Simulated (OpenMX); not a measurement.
**HgTe (Coloradoite): equation of state with LDA**

**Measured values to compare with.**

A printed reference work, monograph reports, for a bulk crystal of HgTe: bulk modulus 43 GPa.

The system is HgTe (Coloradoite).

```
CELL_PARAMETERS angstrom
0.00000 3.21450 3.21450
3.21450 0.00000 3.21450
3.21450 3.21450 0.00000
ATOMIC_POSITIONS crystal
Hg 0.00000 0.00000 0.00000
Te 0.75000 0.75000 0.75000
```

- Program: OpenMX 3.8.5
- Task: equation of state
- Functional: LDA
- Potentials or basis: OpenMX 2013 LDA set, Hg8.0-s3p2d2f1, Te7.0-s3p2d2f1, fixed grid of 50 × 50 × 50 points
- k mesh: 7 × 7 × 7
- Occupations: fermi-dirac, width 0.05 eV
- Spin: no spin polarisation

* Equilibrium volume: 34.74 Å³/atom
* Bulk modulus: 42 GPa
* Pressure derivative of the bulk modulus: 4.7 (rough: it moves with the points fitted)

Energy against volume, from the lowest point:
```
volume (Å³/atom)  energy (meV/atom)
          31.223              57.13
          31.887              35.99
          32.551              20.40
          33.215               9.44
          33.880               2.84
          34.544               0.00
          35.208               0.75
```

Against the measured bulk modulus of HgTe, 43 GPa (a printed reference work, monograph), the calculated 42 GPa is off by -2.2 %. The fit is for a static lattice scaled at fixed shape and fixed fractional positions.

Caveat: the basis has few d functions beyond the semicore shells, which can make volumes several per cent too large; volumes in these bases differ from converged ones by about 1 %, for some elements by several; the basis of atomic orbitals isn't converged, which shifts pressures, moduli and gaps. Spin-orbit coupling is left out, which matters for the levels of Hg, Te.
